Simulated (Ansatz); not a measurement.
**Random displacements in BN**

All numbers below come from DFT r2SCAN, scalar-relativistic, plane waves, PAW in Ansatz. Cutoff 500 eV, Γ-centred 12×12×6 k-points, Gaussian smearing of 0.05 eV. No spin polarisation. Energies are free energies at this smearing, counted from the undisturbed cell; pressure is positive in compression.

Reference structure (relaxed at this level; this wurtzite form isn't the usual structure):

```yaml
crystal:
  lattice:
    - [2.54397, 0.00000, 0.00000]
    - [-1.27198, 2.20314, 0.00000]
    - [0.00000, 0.00000, 4.20774]
  atoms:
    - { symbol: B, position: [0.66667, 0.33333, 0.99980] }
    - { symbol: B, position: [0.33333, 0.66667, 0.49980] }
    - { symbol: N, position: [0.66667, 0.33333, 0.62520] }
    - { symbol: N, position: [0.33333, 0.66667, 0.12520] }
```

The atoms are displaced (Å, in the unstrained cell):

```csv
atom,ux,uy,uz
B1,-0.664,0.040,-0.065
B2,0.444,0.146,0.126
N3,0.184,-0.238,0.186
N4,0.035,0.052,-0.247
```

Strain (Voigt, engineering shear): (-0.0192, -0.0114, -0.0178, -0.0768, 0.0091, -0.0323).

**Question.** What are the energy change, the stress and the forces?

**Answer.** ΔE = 3911.1 meV/atom; stress (xx, yy, zz, yz, xz, xy; compression positive) (188.55, 304.29, 122.43, 129.89, -67.22, -114.72) GPa; gap on the mesh 1.21 eV.
| atom | Fx (eV/Å) | Fy | Fz |
| --- | --- | --- | --- |
| B1 | 33.75 | -41.39 | -14.58 |
| B2 | 1.16 | -11.84 | -6.78 |
| N3 | -5.15 | 13.35 | -2.86 |
| N4 | -29.77 | 39.89 | 24.21 |

Cost: 1 run of about 0.5 core-minutes, on Arm Neoverse V2 (shared hosts).